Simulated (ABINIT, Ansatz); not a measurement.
This is a calculation of CuO for ABINIT 10.8.3 (patched build). Atoms were shifted at random by some hundredths of an Å from the given cell, which wasn't relaxed again for these runs. The cell comes from a database or a generator and needn't be the stable form of this composition.

run.abi

```
# Pseudopotentials
pp_dirpath "./"
pseudos "Cu.GGA_PBE-JTH.xml, O.GGA_PBE-JTH.xml"

# Structure
acell 6.0084467632 6.0084467685 8.3743038035
rprim
     1.0000000000     0.0000000000     0.0000000000
    -0.4999999996     0.8660254040     0.0000000000
     0.0000000000     0.0000000000     1.0000000000
ntypat 2
znucl 29 8
natom 4
typat 1 1 2 2
xred
     0.0143570000     0.0135510000     0.0043770000
    -0.0205790000    -0.0050740000     0.4938040000
     0.3328320000     0.6608030000     0.2502360000
     0.6533420000     0.3179480000     0.7458560000
chkprim 0
chksymtnons 0
tolsym 1.0e-6

# Plane-wave basis
ecut 26.0
pawecutdg 48.0
pawxcdev 0

# k points
kptopt 1
ngkpt 10 10 6
nshiftk 1
shiftk 0.0 0.0 0.0

# Exchange and correlation
ixc 11

# Bands and occupations
nband 30
occopt 3
tsmear 0.00183747

# SCF cycle
nstep 100
tolvrs 1.0e-9

# Output
iomode 3
prtwf 0
prteig 0
prtebands 0
enunit 2
prtden 1
prtvha 1
prtvclmb 1
prtpot 1
```

Potentials or basis: JTH PAW PBE v2.0.

Command:

```sh
$ mpirun --bind-to none -np 4 abinit run.abi > log 2>&1
```

Problem. What does the same run look like in Ansatz 0.2.0? Potentials or basis there: Ansatz PAW, cutoff 420 eV.

Solution. As run (cutoffs and basis follow the program's own potentials, and thresholds, step limits or extra output files can differ):

Contents of input.yaml:

```yaml
crystal:
  lattice:
    - [3.1795331, 0.0, 0.0]
    - [-1.58976655, 2.75355644, 0.0]
    - [0.0, 0.0, 4.43149073]
  atoms:
    - { symbol: Cu, position: [0.014357, 0.013551, 0.004377] }
    - { symbol: Cu, position: [-0.020579, -0.005074, 0.493804] }
    - { symbol: O, position: [0.332832, 0.660803, 0.250236] }
    - { symbol: O, position: [0.653342, 0.317948, 0.745856] }
hamiltonian:
  xc: pbe
  pseudopotentials: { kind: paw }
kpoints:
  mp_grid: { grid: [10, 10, 6] }
scf:
  occupations: { method: fermi_dirac, width: 0.05 }
output:
  forces: true
  stress: true
  eigenvalues: true
  write_density: true
  write_potential: true
  elf: true
  volumetric_format: npy
```

Potentials or basis: Ansatz PAW.

Launch:

```console
$ ansatz run input.yaml --threads 2 --pin off --max-ram 5120MiB --backend cpu --events-out ev --progress --plain --runs-dir out
```

Both were run:

|  | ABINIT | Ansatz |
| --- | --- | --- |
| Pressure | 6.5 GPa | 6.7 GPa |
| Largest force | 1.074 eV/Å | 1.061 eV/Å |
| Energy over the undisturbed cell | 7.6 meV/atom | 7.5 meV/atom |

Ansatz's pressure holds a Pulay term of +0.76 GPa for its cutoff of 420 eV, which the other run lacks.

Where Ansatz's input types no cutoff or centring, it takes its own default and a Γ-centred mesh.

Pressure is positive in compression.
